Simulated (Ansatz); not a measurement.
A surface is cut from this relaxed crystal of SnSe:

```
Sn Se
1.0
     0.00000    3.03081    3.03081
     3.03081    0.00000    3.03081
     3.03081    3.03081    0.00000
Sn Se
1 1
Direct
  0.00000 0.00000 0.00000
  0.50000 0.50000 0.50000
```

Miller indices refer to the conventional cell of Fm-3m (No. 225), a = 6.062 Å, b = 6.062 Å, c = 6.062 Å, α = 90.00°, β = 90.00°, γ = 90.00°. The bulk's gap is 0.00 eV.

Consider the (100) slab of 4 planes, 9.1 Å thick with 15 Å of vacuum as cut; outer planes SnSe (top) and SnSe (bottom), all atoms relaxed.

Method: DFT PBE, scalar-relativistic, plane waves, PAW in Ansatz. Cutoff 420 eV; k points 8×8×1 on the computed 8-atom cell (Γ-centred); Gaussian smearing, width 0.05 eV; no spin polarisation. A dipole correction removes the field between periodic images along c.

The surface energy is small: either the cut is weakly bound (this functional has no dispersion correction), or the bulk reference is not the lowest structure. The slab's middle planes relax by over 3 % too, so it holds no bulk-like region.

Q: Give the surface energy (mean of both faces).

A: 0.10 J/m².

Q: Give the gap of the slab on the mesh.

A: 0.96 eV.

Q: The top two planes lie 3.031 Å apart in the bulk. How does relaxation change this?

A: The spacing becomes 2.764 Å (-8.8 %), and the top plane rumples by 0.026 Å.

The smearing is narrow for a metal on this mesh. Gaps are read on the k points sampled, so a band crossing between them can be missed.

The reference crystal is the rock-salt form of SnSe, which isn't its usual structure. Closed-shell ions balance this formula, and semilocal functionals make gaps too small, so «metal» can mean here that the functional has closed a real gap.